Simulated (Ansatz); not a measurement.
BaZrO₃: the change of pressure with volume per atom

All results are calculated (Ansatz 0.2.0). Density functional stress and forces at fixed atoms, pressure and stress positive in compression, spin-unpolarised plane waves.

Cell of the first row (space group Pm-3m, No. 221):
```
cell vectors (Å)
   4.0371     0.0000     0.0000
   0.0000     4.0371     0.0000
   0.0000     0.0000     4.0371
atoms (fractions of the cell vectors)
Ba  0.00000  0.00000  0.00000
Zr  0.50000  0.50000  0.50000
O   0.50000  0.50000  0.00000
O   0.50000  0.00000  0.50000
O   0.00000  0.50000  0.50000
```

Settings of every row: periodic directions 3; functional PBE; spin orbit no; potentials PAW; wave cutoff 420 eV; k mesh 6x6x6; smearing width 0.02 eV.

Limits: no spin-orbit coupling, which can matter with elements this heavy.

| row | volume per atom (Å³) | pressure (GPa) |
| --- | --- | --- |
| 1 | 13.16 | 27.98 |
| 2 | 13.575 | 20.25 |
| 3 | 14 | 13.48 |
| 4 | 14.433 | 7.56 |
| 5 | 14.874 | ? |
| 6 | 15.325 | -2.07 |
| 7 | 15.785 | -5.95 |
| 8 | 16.254 | -9.3 |
| 9 | 16.732 | -12.18 |

Question: what pressure should row 5 give?

Worked fit of pressure. Take u = (V_r/V)^(2/3) − 1 with V_r = 14.879 Å³ an atom, which is twice the finite (Eulerian) strain; such expansions in the strain, on which the Birch-Murnaghan equation of state is built, carry the rest volume and the bulk modulus. The shown rows have u = 0.08529, 0.06306, 0.04143, 0.0205, -0.0195, -0.03864, -0.05722, -0.07527. Least squares give pressure = 2.361 + 239.84 × u + 661.8 × u² + 558 × u³ GPa; a parabola predicts inner rows, each left out in turn, worse (root mean square 0.073 against 0.0066 GPa). The rows lie off it by 0.00, -0.01, 0.01, 0.00, 0.00, 0.00, 0.00, 0.00. The pressure vanishes at u = -0.0101, or V = 15.11 Å³ an atom, and there the bulk modulus with atoms relaxed is B = −V dP/dV = (2/3)(1 + u) dP/du = 150 GPa. The withheld row has u = 0.00022, so the fit gives 2.361 + 239.84 × (0.00022) + 661.8 × (0.00022)² + 558 × (0.00022)³ = 2.41 GPa.

The calculation gave 2.41 GPa. The fit meets it to the printed digit.
